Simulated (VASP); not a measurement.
The system is Si.

```xyz
2
Lattice="0.0000 2.7219 2.7219 2.7219 0.0000 2.7219 2.7219 2.7219 0.0000" Properties=species:S:1:pos:R:3 pbc="T T T"
Si    2.7219    2.7219    2.7219
Si    4.0828    4.0828    4.0828
```

Base run:

* Program: VASP 6.6.1
* Functional: r2SCAN-EpsX
* Potentials or basis: VASP PAW PBE potentials, release 64 (Si)
* Cutoff: 520 eV
* k mesh: 6 × 6 × 6
* Occupations: gaussian, width 0.02 eV
* Spin: no spin polarisation

Its results: band gap on the k mesh 1.25 eV, indirect (least direct gap 3.12 eV); pressure -0.5 GPa.

After a change of settings the same cell gave: band gap on the k mesh 1.97 eV, indirect (least direct gap 3.99 eV); pressure -0.7 GPa. Which change was it?
A. functional from r2SCAN-EpsX to PBE0
B. functional from r2SCAN-EpsX to HSE06
C. functional from r2SCAN-EpsX to HSE03

A.

Caveats: the PAW data sets were made with another functional, which shifts forces and pressure a little; the mesh misses the band edges, which the band path finds closer together.

Runs at the PBE level aren't shown here.
